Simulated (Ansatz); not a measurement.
# Mg (Fm-3m) in Ansatz: settings compared

Aim: see how the results for Mg move with the level of theory and the settings. Levels: BLYP, PBE. Tasks: relaxation of cell and atoms, relaxation of the atoms.

Everything below comes from runs of Ansatz 0.2.0. Logs are shortened: lines on timing, memory, paths and dates and some standing lists are left out, and cuts for length are marked.

### Step 1. Starting point

The structure is cubic, space group Fm-3m (No. 225). The conventional cell has a = 6.967 Å, b = 6.967 Å, c = 6.967 Å, α = 90.00°, β = 90.00°, γ = 90.00°. Mg (site symmetry m-3m) is surrounded by 8 Mg at 3.02 Å. Mg (site symmetry -43m) has 4 Mg at 3.02 Å as nearest neighbours.

The cell was built by a generator and needn't be a form met in nature.

### Step 2. Relaxation of cell and atoms, BLYP

File input.yaml:

```yaml
crystal:
  lattice:
    - [0.0, 3.4835, 3.4835]
    - [3.4835, 0.0, 3.4835]
    - [3.4835, 3.4835, 0.0]
  atoms:
    - { symbol: Mg, position: [0.0, 0.0, 0.0] }
    - { symbol: Mg, position: [0.25, 0.25, 0.25] }
    - { symbol: Mg, position: [0.75, 0.75, 0.75] }
hamiltonian:
  xc: blyp
  pseudopotentials: { kind: paw }
kpoints:
  mp_grid: { grid: [7, 7, 7] }
scf:
  occupations: { method: fermi_dirac, width: 0.05 }
output:
  forces: true
  stress: true
  eigenvalues: true
relax:
  f_tol: 0.01
  max_steps: 40
  cell: { stress_tol: 0.05 }
```

Potentials or basis: Ansatz PAW.

Run with:

```sh
$ ansatz run input.yaml --threads 2 --pin off --max-ram 5632MiB --backend cpu --events-out ev --progress --plain --runs-dir out
```

What it wrote:

```text
Warning: RAYON_NUM_THREADS=2 ignored (pool sized by the plan → 2); use --threads N
Engine: ansatz 0.2.0, aarch64-unknown-linux-gnu
Pseudopotentials: kind: paw
Pseudopotential: Mg, paw, valence charge 10, recommended cutoff 420 eV (normal), Mg.paw.azcp
Functional definition: BLYP
  parameter beta = 0.0042
  parameter a = 0.04918
  parameter b = 0.132
  parameter c = 0.2533
  parameter d = 0.349
  exchange = b88_x(beta = beta)
  correlation = lyp_c(a = a, b = b, c = c, d = d)
Crystal: 3 atoms, lattice volume = 84.543 Å³
Basis set: ecut = 420 eV, 1639 PW (Γ), exchange–correlation on 72×72×72 points (8 copies of the dense FFT grid, shifted against one another)
Bands: 19, of which v1, the nominal top of the filled ones, is band 15 counted from 1 (14 counted from 0)
Symmetry: 48 space group operations
Space group: Fm-3m (ITA 225), of the structure as read, at distance tolerance 4.4e-5 Å
k-points: 20 of 343
Non-local potential: Mg, projectors of the file, l = 0: 3, l = 1: 2, l = 2: 1
PAW form: soft (Blöchl's): semilocal exchange-correlation on the pseudo side does not see the compensation charge
PAW frozen core: Mg, regenerated for the run's functional, and the local potential with it (the file was generated under x = pbe(κ = 0.804, μ = 0.2195149727645171), c = pbe(β = 0.06672455060314922))
PAW one-centre angular grid: Mg, 110 points (default); XC on 64 Gauss nodes
Initial density: superposition of atomic densities (neutral atoms: chi_scale 0, normalization atom), corrected by the library's trained network
Initial wavefunctions: pseudopotential atomic-orbital guess
Functional: x = b88, c = lyp
SCF iter   1: F=—  HF=-5779.774218 eV  |F-HF|=—  |Δ(HF+E_count)|=         —  Δρ=3.13e-3  dr2=1.78e-2  ethr=1.77e-3  ⟨swp⟩=6.1  Hψ=1783  notcnv=0
preconditioner: auto → LDOS  [insulator: Δε(μ)=0.147 eV  Ē_g=4.933 eV  σ=0.050 eV  W_gap=0.62  n_scr=14 (ndim 8)  ℏωp=9.9 eV  f_vac=0.011  D(μ)=1.84/eV (n_scr^D=14)  ε∞_Penn≈5.0  β→1.0]
SCF iter   2: F=—  HF=-5779.770727 eV  |F-HF|=—  |Δ(HF+E_count)|=   3.49e-3  Δρ=1.01e-3  dr2=1.90e-3  ethr=5.92e-5  ⟨swp⟩=2.0  Hψ=616  notcnv=0  defer=3
SCF iter   3: F=—  HF=-5779.771346 eV  |F-HF|=—  |Δ(HF+E_count)|=   6.19e-4  Δρ=2.32e-4  dr2=6.49e-5  ethr=6.33e-6  ⟨swp⟩=2.0  Hψ=489  notcnv=0  defer=3
SCF iter   4: F=—  HF=-5779.771379 eV  |F-HF|=—  |Δ(HF+E_count)|=   3.35e-5  Δρ=1.06e-4  dr2=4.61e-6  ethr=2.16e-7  ⟨swp⟩=2.0  Hψ=632  notcnv=0  defer=3
SCF iter   5: F=—  HF=-5779.771375 eV  |F-HF|=—  |Δ(HF+E_count)|=   4.14e-6  Δρ=1.54e-5  dr2=1.54e-7  ethr=1.54e-8  ⟨swp⟩=2.0  Hψ=668  notcnv=0  defer=3
SCF iter   6: F=-5779.771376 eV  HF=-5779.771376 eV  |F-HF|=1.02e-8  |Δ(HF+E_count)|=   7.48e-7  Δρ=2.23e-6  dr2=3.92e-9  ethr=3.33e-10  ⟨swp⟩=6.1  Hψ=1487  notcnv=0
SCF 1 converged in 6 iterations: F = -5779.771376 eV  dr2 = 3.92e-9
relax step   1: F+E_penalty+E_count = -5779.77137610 eV  Δ(F+E_penalty+E_count) = +0.000e0 eV  max|allowed force component| = 1.542e-17 eV/Å  Δτ_max = 0.0000 Å  P = +0.960 GPa  Ω = 84.543 Å³  (6 SCF iters, dr2 threshold 1.00e-7 eV, accepted)
Crystal: 3 atoms, lattice volume = 86.738 Å³
Basis set: ecut = 420 eV, 1687 PW (Γ), exchange–correlation on 72×72×72 points (8 copies of the dense FFT grid, shifted against one another)
Initial density: handed on by an earlier stage of this run
Initial wavefunctions: those handed on with the density
iter 1 solved again at ethr=1.98e-7 eV; its pass at ethr=3.10e-3 eV (dr2=5.95e-5 eV) is discarded
SCF iter   1: F=—  HF=-5779.780465 eV  |F-HF|=—  |Δ(HF+E_count)|=         —  Δρ=1.93e-4  dr2=6.24e-5  ethr=1.98e-7  ⟨swp⟩=2.4  Hψ=2433  notcnv=0
preconditioner: auto → LDOS  [insulator: Δε(μ)=0.176 eV  Ē_g=4.861 eV  σ=0.050 eV  W_gap=0.71  n_scr=14 (ndim 8)  ℏωp=9.8 eV  f_vac=0.023  D(μ)=1.77/eV (n_scr^D=14)  ε∞_Penn≈5.0  β→1.0]
SCF iter   2: F=—  HF=-5779.780426 eV  |F-HF|=—  |Δ(HF+E_count)|=   3.88e-5  Δρ=6.13e-5  dr2=5.92e-6  ethr=1.98e-7  ⟨swp⟩=2.0  Hψ=635  notcnv=0
SCF iter   3: F=—  HF=-5779.780431 eV  |F-HF|=—  |Δ(HF+E_count)|=   5.03e-6  Δρ=2.55e-5  dr2=8.20e-7  ethr=1.97e-8  ⟨swp⟩=2.0  Hψ=495  notcnv=0
SCF iter   4: F=-5779.780432 eV  HF=-5779.780432 eV  |F-HF|=7.07e-8  |Δ(HF+E_count)|=   4.54e-7  Δρ=1.23e-5  dr2=5.48e-8  ethr=1.00e-9  ⟨swp⟩=6.7  Hψ=1627  notcnv=0
SCF 2 converged in 4 iterations: F = -5779.780432 eV  dr2 = 5.48e-8
relax step   2: F+E_penalty+E_count = -5779.78043167 eV  Δ(F+E_penalty+E_count) = -9.056e-3 eV  max|allowed force component| = 6.168e-17 eV/Å  Δτ_max = 0.0000 Å  P = +0.378 GPa  Ω = 86.738 Å³  energy of the carried Pulay correction = -3.176e-5 eV  (4 SCF iters, dr2 threshold 3.00e-7 eV, accepted)
Crystal: 3 atoms, lattice volume = 88.227 Å³
Basis set: ecut = 420 eV, 1759 PW (Γ), exchange–correlation on 72×72×72 points (8 copies of the dense FFT grid, shifted against one another)
iter 1 solved again at ethr=9.29e-8 eV; its pass at ethr=3.10e-3 eV (dr2=2.79e-5 eV) is discarded
SCF iter   1: F=—  HF=-5779.782263 eV  |F-HF|=—  |Δ(HF+E_count)|=         —  Δρ=1.27e-4  dr2=2.67e-5  ethr=9.29e-8  ⟨swp⟩=2.3  Hψ=2362  notcnv=0
preconditioner: auto → LDOS  [insulator: Δε(μ)=0.176 eV  Ē_g=4.815 eV  σ=0.050 eV  W_gap=0.71  n_scr=14 (ndim 8)  ℏωp=9.7 eV  f_vac=0.025  D(μ)=1.76/eV (n_scr^D=14)  ε∞_Penn≈5.0  β→1.0]
SCF iter   2: F=—  HF=-5779.782247 eV  |F-HF|=—  |Δ(HF+E_count)|=   1.58e-5  Δρ=3.89e-5  dr2=2.62e-6  ethr=8.89e-8  ⟨swp⟩=2.0  Hψ=435  notcnv=0
SCF iter   3: F=—  HF=-5779.782250 eV  |F-HF|=—  |Δ(HF+E_count)|=   2.22e-6  Δρ=1.40e-5  dr2=3.03e-7  ethr=1.00e-9  ⟨swp⟩=6.8  Hψ=1785  notcnv=0
SCF iter   4: F=-5779.782250 eV  HF=-5779.782250 eV  |F-HF|=2.01e-8  |Δ(HF+E_count)|=   2.10e-7  Δρ=6.34e-6  dr2=1.36e-8  ethr=1.00e-9  ⟨swp⟩=5.0  Hψ=1442  notcnv=0
SCF 3 converged in 4 iterations: F = -5779.782250 eV  dr2 = 1.36e-8
relax step   3: F+E_penalty+E_count = -5779.78224983 eV  Δ(F+E_penalty+E_count) = -1.818e-3 eV  max|allowed force component| = 7.401e-17 eV/Å  Δτ_max = 0.0000 Å  P = +0.023 GPa  Ω = 88.227 Å³  energy of the carried Pulay correction = -5.284e-5 eV  (4 SCF iters, dr2 threshold 3.00e-7 eV, accepted)
Initial wavefunctions: pseudopotential atomic-orbital guess (no wavefunctions were taken with the density)
iter 1 solved again at ethr=8.23e-8 eV; its pass at ethr=3.10e-3 eV (dr2=2.47e-5 eV) is discarded
SCF iter   1: F=—  HF=-5779.782099 eV  |F-HF|=—  |Δ(HF+E_count)|=         —  Δρ=5.90e-5  dr2=7.70e-8  ethr=8.23e-8  ⟨swp⟩=3.3  Hψ=2712  notcnv=0
SCF iter   2: F=—  HF=-5779.782325 eV  |F-HF|=—  |Δ(HF+E_count)|=   2.25e-4  Δρ=3.58e-6  dr2=5.51e-9  ethr=2.57e-10  ⟨swp⟩=2.1  Hψ=681  notcnv=0
SCF iter   3: F=—  HF=-5779.782325 eV  |F-HF|=—  |Δ(HF+E_count)|=   4.50e-8  Δρ=1.21e-6  dr2=3.54e-10  ethr=1.84e-11  ⟨swp⟩=2.0  Hψ=676  notcnv=0
SCF iter   4: F=—  HF=-5779.782325 eV  |F-HF|=—  |Δ(HF+E_count)|=   4.32e-8  Δρ=2.05e-7  dr2=3.98e-11  ethr=1.00e-12  ⟨swp⟩=6.2  Hψ=1693  notcnv=0
SCF iter   5: F=-5779.782325 eV  HF=-5779.782325 eV  |F-HF|=1.64e-11  |Δ(HF+E_count)|=  9.71e-10  Δρ=3.44e-8  dr2=1.50e-12  ethr=1.00e-12  ⟨swp⟩=6.0  Hψ=1403  notcnv=0
SCF 4 converged in 5 iterations: F = -5779.782325 eV  dr2 = 1.50e-12
relax step   4: F+E_penalty+E_count = -5779.78232458 eV  Δ(F+E_penalty+E_count) = -7.474e-5 eV  max|allowed force component| = 5.243e-17 eV/Å  Δτ_max = 0.0000 Å  P = +0.025 GPa  Ω = 88.227 Å³  stress off target by 2.48e-2 GPa  SCF on the basis re-selected at this cell (its energy is not comparable with the rows above)  (5 SCF iters)
basis re-selected at this cell: Δ(F+E_penalty+E_count) = -7.474e-5 eV, ΔP = +0.002 GPa vs the last step (what re-selecting the basis moved, of the pressure what is left beyond the Pulay correction that the steps carried, after the strain that the cell walked since its last selection, with what the two solves' SCF thresholds leave and, on support functions, any second-order correction that the steps lacked; it is no measure of the basis error at this ecutwfc). This SCF's stress stands 2.48e-2 GPa from its target on what of the cell is left free (relax.cell.stress_tol is 5.00e-2 GPa) and its largest allowed force component is 5.24e-17 eV/Å (relax.f_tol is 1.00e-2 eV/Å): within both
SCF converged after 5 iterations
Free energy (F): -5779.782325 eV
Harris-Foulkes:  -5779.782325 eV  (|F-HF|=1.64e-11)
Internal energy: -5779.766431 eV  (E = F + TS)
E sigma→0 (E₀):  -5779.774378 eV
Entropy (-TS):   -0.015894 eV (-5.298 meV/atom)
Fermi energy:    4.025312 eV
--- Per-component energies (eV) ---
  E_band       = -1127.255640
  E_kinetic    = 223.087091
  E_local      = -5282.147014  (includes V_loc(G=0)·N_el)
  E_nonlocal   = 277.535357
  E_hartree    = 1923.802284
  E_xc         = -81.410210
  E_vxc        = -105.176088  (∫ρ·V_xc dr)
  E_paw        = -890.415748  (= ΣΔE_a)
  E_vpaw       = -88.159568  (= ΣTr[D̂ρ^β])
  E_aug_tail   = 0.000000  (compensation charges beyond the density's cutoff)
  E_ewald      = -1950.224911
  E_core_change = 0.006721  (= ΣΔE_core)
  E_smearing   = -0.015894  (= −TS)
  E_closure    = 0.000000  (closes the sum)
  Σ components = -5779.782325   (vs F -5779.782325, Δ=0.00e0)
--- Forces (eV/Å), atoms counted from 1 ---
  atom   1  Mg    -0.00000000     0.00000000     0.00000000
  atom   2  Mg    -0.00000000    -0.00000000     0.00000000
  atom   3  Mg     0.00000000     0.00000000    -0.00000000
  max |Σ_I F_I| component: 3.70e-17 eV/Å
--- Stress (GPa, compression-positive) ---
        0.024822       0.000000       0.000000
        0.000000       0.024822       0.000000
       -0.000000       0.000000       0.024822
  P = ⅓ Tr σ = 0.0248 GPa (0.248 kbar)
--- Band table (eV; the first three rows and the last of 20) ---
  k-point 0: bands = ["-72.2862", "-72.2856", "-71.9739", "-39.2403", "-39.2403", "-39.2403", "-39.2367", "-39.2367", "-39.2367", "-38.9248", "-38.9248", "-38.9248", "-1.8320", "6.2038", "6.2038", "6.2038", "6.5729", "6.5729", "6.5729"]
  k-point 1: bands = ["-72.2861", "-72.2856", "-71.9739", "-39.2402", "-39.2401", "-39.2401", "-39.2369", "-39.2369", "-39.2368", "-38.9248", "-38.9248", "-38.9248", "-1.6530", "4.4951", "5.7745", "5.7745", "6.6782", "7.0703", "7.0703"]
  k-point 2: bands = ["-72.2860", "-72.2857", "-71.9739", "-39.2398", "-39.2397", "-39.2397", "-39.2374", "-39.2374", "-39.2372", "-38.9249", "-38.9247", "-38.9247", "-1.1230", "2.6705", "5.4464", "5.4464", "6.3654", "6.9333", "6.9333"]
  k-point 19: bands = ["-72.2859", "-72.2858", "-71.9739", "-39.2413", "-39.2408", "-39.2392", "-39.2380", "-39.2361", "-39.2358", "-38.9249", "-38.9248", "-38.9246", "0.9964", "1.5161", "1.9788", "3.3450", "6.3475", "7.8865", "8.2315"]
--- Relaxed structure (3 steps of the walk, 3 accepted, 1 SCFs on fresh bases) ---
  F+E_penalty+E_count = -5779.78232458 eV   max|allowed force component| = 5.243e-17 eV/Å   (the final SCF, on the basis selected at the relaxed cell)
  cell:  # Å, volume = 88.2266 Å³
    - [-3.8215290246716945e-35, 3.5333754683486926, 3.5333754683486926]
    - [3.5333754683486926, -2.5476860164477955e-34, 3.5333754683486926]
    - [3.5333754683486926, 3.5333754683486926, -8.916901057567279e-35]
  atoms:
    - { symbol: Mg, position: [2.0636718839372496e-34, -2.397698774918721e-34, -3.192452412081532e-34] }
    - { symbol: Mg, position: [0.25, 0.25, 0.25] }
    - { symbol: Mg, position: [0.75, 0.75, 0.75] }
```

Wall time 3.4 s (2 threads of Arm Neoverse V2, shared host); peak memory 0.33 GiB.

Results:

* Free energy: -5779.7823 eV
* Relaxed volume: 29.41 Å³/atom
* Relaxed cell: a = 4.997 Å, b = 4.997 Å, c = 4.997 Å, α = 60.00°, β = 60.00°, γ = 60.00°
* Space group after relaxing (to 0.05 Å): Fm-3m (No. 225)
* Energy gained by relaxing: 3.6 meV/atom
* Ionic steps: 4
* Pressure after relaxing: 0.0 GPa
* Band gap on the k mesh: none (metal or under the smearing width)

The path:
```tsv
step	energy change (eV)	largest force (eV/Å)	volume (Å³)
1	0.0000	0.0000	84.54
2	-0.0091	0.0000	86.74
3	-0.0109	0.0000	88.23
4	-0.0109	0.0000	88.23
```

Final structure:
```
Mg
1.0
     0.00000    3.53338    3.53338
     3.53338    0.00000    3.53338
     3.53338    3.53338    0.00000
Mg
3
Cartesian
  0.0000 0.0000 0.0000
  1.7667 1.7667 1.7667
  5.3001 5.3001 5.3001
```

Caveat: the plane-wave basis is chosen anew once the cell has moved, so the energies of steps on either side of that aren't comparable; the PAW data sets come from PBE, with cores solved anew for the run's functional, which leaves a small shift of forces and pressure.

### Step 3. Relaxation of the atoms, PBE

Changes to input.yaml since step 2:

```diff
@@ -10,3 +10,3 @@
 hamiltonian:
-  xc: blyp
+  xc: pbe
   pseudopotentials: { kind: paw }
@@ -23,2 +23 @@
   max_steps: 40
-  cell: { stress_tol: 0.05 }
```

Potentials or basis: Ansatz PAW.

Run with:

```sh
$ ansatz run input.yaml --threads 2 --pin off --max-ram 5632MiB --backend cpu --events-out ev --progress --plain --runs-dir out
```

It took 0.94 s on 2 threads of Arm Neoverse V2, shared host; peak memory 0.32 GiB.

The run converged. Its results:

```yaml
Free_energy: -5770.5293 eV
Pressure_after_relaxing: 0.0 GPa
Band_gap_on_the_k_mesh: none (metal or under the smearing width)
```

Final structure:
```cif
data_structure
_symmetry_space_group_name_H-M 'P 1'
_symmetry_Int_Tables_number 1
_cell_length_a 4.9264
_cell_length_b 4.9264
_cell_length_c 4.9264
_cell_angle_alpha 60.000
_cell_angle_beta 60.000
_cell_angle_gamma 60.000
_cell_volume 84.54
loop_
_atom_site_label
_atom_site_type_symbol
_atom_site_fract_x
_atom_site_fract_y
_atom_site_fract_z
_atom_site_occupancy
Mg1 Mg 0.00000 0.00000 0.00000 1
Mg2 Mg 0.25000 0.25000 0.25000 1
Mg3 Mg 0.75000 0.75000 0.75000 1
```

Levels at points of the mesh, in eV from the Fermi level:
| k point | band 11 | band 12 | band 13 | band 14 | band 15 | band 16 | band 17 | band 18 | band 19 |
| --- | --- | --- | --- | --- | --- | --- | --- | --- | --- |
| (0.00, 0.00, 0.00) | -42.55 | -42.55 | -6.00 | 2.26 | 2.26 | 2.26 | 2.60 | 2.60 | 2.60 |

Caveat: the relaxation stopped at its first step, so nothing moved; the thresholds are loose for stress.
